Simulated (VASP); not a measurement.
# ZnS in VASP: notebook, part 2 of 2

VASP 6.6.1.

## (5) Single point, r2SCAN (uniaxial x strain -4.3%)

Input file POSCAR:

```
ZnS
1.0
    3.6414140671      0.0000000000      0.0000000000
   -1.8207070336      3.2955973328      0.0000000000
    0.0000000000      0.0000000000      6.2440175211
Zn S
2 2
Direct
    0.3335638246      0.6671276493      0.0076833854
    0.6664361754      0.3328723507      0.5076833854
    0.3392719535      0.6785439071      0.3773166146
    0.6607280465      0.3214560929      0.8773166146
```

Input file INCAR.step1:

```
SYSTEM = ZnS
  ALGO = Normal
  EDIFF = 1E-4
  ENCUT = 520
  GGA = PE
  ISMEAR = 0
  LASPH = .TRUE.
  LCHARG = .FALSE.
  LREAL = .FALSE.
  LWAVE = .TRUE.
  NBANDS = 26
  NELM = 80
  PREC = Accurate
  SIGMA = 0.01
```

Input file INCAR.step2:

```
SYSTEM = ZnS
  ALGO = Normal
  EDIFF = 1E-7
  ENCUT = 520
  ISIF = 2
  ISMEAR = 0
  ISTART = 1
  LASPH = .TRUE.
  LCHARG = .FALSE.
  LMIXTAU = .TRUE.
  LREAL = .FALSE.
  LWAVE = .FALSE.
  METAGGA = R2SCAN
  NBANDS = 26
  NELM = 80
  PREC = Accurate
  SIGMA = 0.01
```

Input file KPOINTS:

```
k-points
0
G
  12 12 4
  0 0 0
```

Potentials or basis: VASP PAW PBE potentials, release 64 (Zn, S).

On the command line:

```console
cat potpaw_PBE.64/Zn/POTCAR potpaw_PBE.64/S/POTCAR > POTCAR
cp INCAR.step1 INCAR
mpirun -np 1 vasp_std > vasp.out
cp INCAR.step2 INCAR
mpirun -np 1 vasp_std > vasp.out
```

OUTCAR:

```text
SYSTEM = ZnS
   EDIFF = 1E-7
   ENCUT = 520
   ISIF = 2
   ISMEAR = 0
   ISTART = 1
   LASPH = .TRUE.
   LREAL = .FALSE.
   METAGGA = R2SCAN
   NELM = 80
   PREC = Accurate

 ion  position               nearest neighbor table
   1  0.334  0.667  0.008-   4 2.30   4 2.30   4 2.30   3 2.31
   2  0.666  0.333  0.508-   3 2.30   3 2.30   3 2.30   4 2.31
   3  0.339  0.679  0.377-   2 2.30   2 2.30   2 2.30   1 2.31
   4  0.661  0.321  0.877-   1 2.30   1 2.30   1 2.30   2 2.31

  LATTYP: Found a base centered orthorhombic cell.
[... 899 lines left out ...]
  --------------------------------------------------------------------------------------
  -------------------------------------------------------------------------------------
  Total        2.8335918      1.3716618      1.0793742     -0.0000000      0.0000000      0.0000000
  in kB       60.5870131     29.3284630     23.0788559     -0.0000000      0.0000000      0.0000000
  external PRESSURE =      37.6647773 kB  Pullay stress =       0.0000000 kB

 VOLUME and BASIS-vectors are now :
 -----------------------------------------------------------------------------
  energy-cutoff  :      520.00
  volume of cell :       74.93
      direct lattice vectors                 reciprocal lattice vectors
     3.641414067  0.000000000  0.000000000     0.274618591  0.151717564  0.000000000
    -1.820707034  3.295597333  0.000000000     0.000000000  0.303435128  0.000000000
     0.000000000  0.000000000  6.244017521     0.000000000  0.000000000  0.160153298

 POSITION                                       TOTAL-FORCE (eV/Angst)
 -----------------------------------------------------------------------------------
     -0.00000      2.19858      0.04798         0.000000     -0.026532     -0.000690
      1.82071      1.09701      3.16998        -0.000000      0.026532     -0.000690
     -0.00000      2.23621      2.35597        -0.000000      0.000836      0.000690
      1.82071      1.05939      5.47798         0.000000     -0.000836      0.000690
 -----------------------------------------------------------------------------------
    total drift:                               -0.000000     -0.000001     -0.013056

  FREE ENERGIE OF THE ION-ELECTRON SYSTEM (eV)
  ---------------------------------------------------
  free  energy   TOTEN  =       -37.6609007884 eV

  energy  without entropy=      -37.6609007884  energy(sigma->0) =      -37.66090079
```

OSZICAR.step1:

```text
N       E                     dE             d eps       ncg     rms          rms(c)
DAV:   1     0.246841472617E+03    0.24684E+03   -0.17127E+04  6708   0.170E+03
DAV:   2     0.103224534657E+02   -0.23652E+03   -0.22595E+03  6896   0.354E+02
DAV:   3    -0.138430054759E+02   -0.24165E+02   -0.23919E+02  8066   0.112E+02
DAV:   4    -0.144240296688E+02   -0.58102E+00   -0.57981E+00  7866   0.175E+01
DAV:   5    -0.144328371068E+02   -0.88074E-02   -0.88049E-02  8084   0.214E+00    0.107E+01
DAV:   6    -0.135755611185E+02    0.85728E+00   -0.16557E+00  9982   0.383E+01    0.816E+00
DAV:   7    -0.135713395453E+02    0.42216E-02   -0.13754E+00  7090   0.693E+00    0.356E+00
DAV:   8    -0.135626354753E+02    0.87041E-02   -0.36206E-02  8184   0.156E+00    0.106E+00
DAV:   9    -0.135624952781E+02    0.14020E-03   -0.11745E-02  9054   0.123E+00    0.246E-01
DAV:  10    -0.135626101838E+02   -0.11491E-03   -0.56395E-04  7890   0.347E-01    0.102E-01
DAV:  11    -0.135628048250E+02   -0.19464E-03   -0.27717E-04  6056   0.130E-01    0.673E-02
DAV:  12    -0.135628038562E+02    0.96877E-06   -0.24309E-05  3658   0.772E-02
   1 F= -.13562804E+02 E0= -.13562804E+02  d E =-.483702E-12
```

Wall time 18 min (1 thread of Intel Xeon 8259CL, shared host); peak memory 0.35 GiB.

Results:

```yaml
Free_energy: -37.6609 eV
Pressure: 3.8 GPa
Largest_force: 0.027 eV/Å
Band_gap_on_the_k_mesh: 2.79 eV
```

Forces on the atoms (eV/Å):
```
Zn   0.000 -0.027 -0.001
Zn   0.000  0.027 -0.001
S    0.000  0.001  0.001
S    0.000 -0.001  0.001
```

Levels at points of the mesh, in eV from the valence-band top:
```csv
k point,band 15,band 16,band 17,band 18,band 19,band 20,band 21,band 22
"(0.00, 0.00, 0.00)",-0.89,-0.33,-0.22,0.00,2.79,3.72,6.55,6.69
"(0.50, 0.00, 0.00)",-3.73,-2.66,-2.00,-1.19,3.78,4.53,5.03,7.00
"(0.00, 0.50, 0.00)",-3.79,-2.29,-2.18,-0.89,4.36,4.97,5.44,7.50
"(0.00, 0.00, 0.50)",-0.76,-0.76,-0.46,-0.46,4.19,4.19,7.05,7.05
"(0.50, 0.00, 0.50)",-2.06,-2.06,-1.96,-1.96,3.69,3.69,5.41,5.41
"(0.00, 0.50, 0.50)",-2.06,-2.06,-1.64,-1.64,3.81,3.81,5.65,5.65
```

Caveat: the cell differs from its parent crystal (uniaxial x strain -4.3%); the cell stands under pressure; the PAW data sets were made with another functional, which shifts forces and pressure a little. A k mesh can miss the band edges.

## (6) Overview

```tsv
level	cell	smearing	gap on the mesh (eV)	pressure (GPa)	largest force (eV/Å)
r2SCAN	a = 3.805, b = 3.805, c = 6.244 Å, angles 90.0, 90.0, 120.0°, 4 atoms, atomic positions A	gaussian 0.01 eV	2.79	0.1	0.01
r2SCAN	a = 4.024, b = 4.024, c = 6.045 Å, angles 90.0, 90.0, 120.0°, 4 atoms, atomic positions B	gaussian 0.01 eV	2.30	-5.0	0.01
PBE	a = 3.805, b = 3.699, c = 6.244 Å, angles 90.0, 90.0, 121.0°, 4 atoms, atomic positions C	fermi-dirac 0.02 eV	2.23	5.6	0.01
r2SCAN	a = 3.641, b = 3.765, c = 6.244 Å, angles 90.0, 90.0, 118.9°, 4 atoms, atomic positions D	gaussian 0.01 eV	2.79	3.8	0.03
```

Alike in all rows: task single point; potentials or basis VASP PAW PBE potentials, release 64 (Zn, S); no spin polarisation; k mesh 12 × 12 × 4; cutoff (eV) 520.

Caveats: the PAW data sets were made with another functional, which shifts forces and pressure a little (at least some runs); the cell stands under pressure (at least some runs); the cell stands under tension (at least some runs).

Absolute energies hang on the potentials; compare differences alone.

## (7) Comparison with measurements

Step 2. Against the measured gap of ZnS, 3.911 eV (direct; 4 K; a printed reference work, monograph), the calculated 2.79 eV is off by -1.12 eV. The value is that of r2SCAN on a finite k mesh, which can miss the band edges, without temperature or zero-point motion.
